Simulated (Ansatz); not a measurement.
## ZnS: random displacements

The calculation used DFT r2SCAN, scalar-relativistic, plane waves, PAW in Ansatz 0.2.0. The runs took a 500 eV cutoff, a Γ-centred 6×6×2 mesh and Gaussian smearing (0.05 eV). No spin polarisation. Energies are free energies at this smearing, counted from the undisturbed cell; pressure is positive in compression.

The starting cell (as given, not relaxed at this level):

```xyz
8
Lattice="3.8227 0.0000 0.0000 -1.9114 3.3106 0.0000 0.0000 0.0000 12.5200" Properties=species:S:1:pos:R:3 pbc="T T T"
Zn    0.0000    0.0000    0.0000
Zn    0.0000    0.0000    6.2600
Zn    0.0000    2.2070    3.1300
Zn    1.9114    1.1035    9.3900
S     0.0000    0.0000    2.3475
S     0.0000    0.0000    8.6075
S     0.0000    2.2070    5.4775
S     1.9114    1.1035   11.7375
```

The atoms are displaced (Å, in the unstrained cell):

| atom | ux | uy | uz |
| --- | --- | --- | --- |
| Zn1 | -0.215 | -0.005 | -0.065 |
| Zn2 | 0.196 | 0.687 | 0.226 |
| Zn3 | 0.010 | -0.381 | 0.089 |
| Zn4 | 0.327 | 0.019 | -0.162 |
| S5 | 0.204 | -0.191 | -0.115 |
| S6 | -0.520 | 0.042 | 0.053 |
| S7 | 0.119 | -0.183 | -0.344 |
| S8 | -0.121 | 0.013 | 0.318 |

The cell is not strained.

Task: What are the energy change, the stress and the forces?

Result: ΔE = 1115.4 meV/atom; stress (xx, yy, zz, yz, xz, xy; compression positive) (17.04, 23.37, 16.99, 6.28, -6.83, -16.74) GPa; gap on the mesh 0.40 eV.
```tsv
atom	Fx (eV/Å)	Fy	Fz
Zn1	0.91	0.01	1.01
Zn2	-0.13	-4.58	2.97
Zn3	0.00	-0.12	-5.92
Zn4	-15.87	15.87	9.73
S5	-0.50	-0.50	0.62
S6	16.12	-15.77	-8.88
S7	0.06	5.15	3.20
S8	-0.60	-0.06	-2.73
```

Cost: 1 run of about 0.49 core-minutes, on Intel Xeon 6975P-C (Granite Rapids) (shared hosts).